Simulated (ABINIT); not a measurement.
Crystal: Ti2O.

```
Ti O
1.0
     2.91940    0.00000    0.00000
    -1.45970    2.52827    0.00000
     0.00000    0.00000    4.71300
Ti O
2 1
Direct
  0.33333 0.66667 0.72126
  0.66667 0.33333 0.27874
  0.00000 0.00000 0.00000
```

* Program: ABINIT 10.8.3 (patched build)
* Task: relaxation of cell and atoms
* Functional: PBEsol
* Potentials or basis: PseudoDojo NC SR PBEsol v0.4 stringent
* Cutoff: 1252 eV
* k mesh: 8 × 8 × 4
* Occupations: fermi-dirac, width 0.05 eV
* Spin: no spin polarisation

At the start: pressure 4.4 GPa; volume 11.60 Å³/atom.

Q: Where does the relaxation end?

A: Over 10 steps the energy falls by 36.0 meV/atom and the volume is 11.89 Å³/atom (+2.5 %); space group P-3m1 (No. 164, to 0.05 Å).

Step by step:
```
step  energy change (eV)  largest force (eV/Å)  pressure (GPa)  volume (Å³)
   1              0.0000                1.3593            4.44        34.79
   2             -0.0441                1.0292            1.51        35.26
   3             -0.0904                0.3867           -1.60        35.85
   4             -0.0997                0.1355           -1.32        35.85
   5             -0.1051                0.0319           -0.32        35.72
   6             -0.1071                0.0622            0.27        35.63
   7             -0.1078                0.0283            0.31        35.62
   8             -0.1079                0.0029            0.12        35.65
   9             -0.1079                0.0012            0.02        35.66
  10             -0.1079                0.0004            0.00        35.67
```

Final structure:
```
Ti O
1.0
     2.95531    0.00000    0.00000
    -1.47766    2.55938    0.00000
     0.00000    0.00000    4.71533
Ti O
2 1
Direct
  0.33333 0.66667 0.73744
  0.66667 0.33333 0.26256
  0.00000 0.00000 0.00000
```
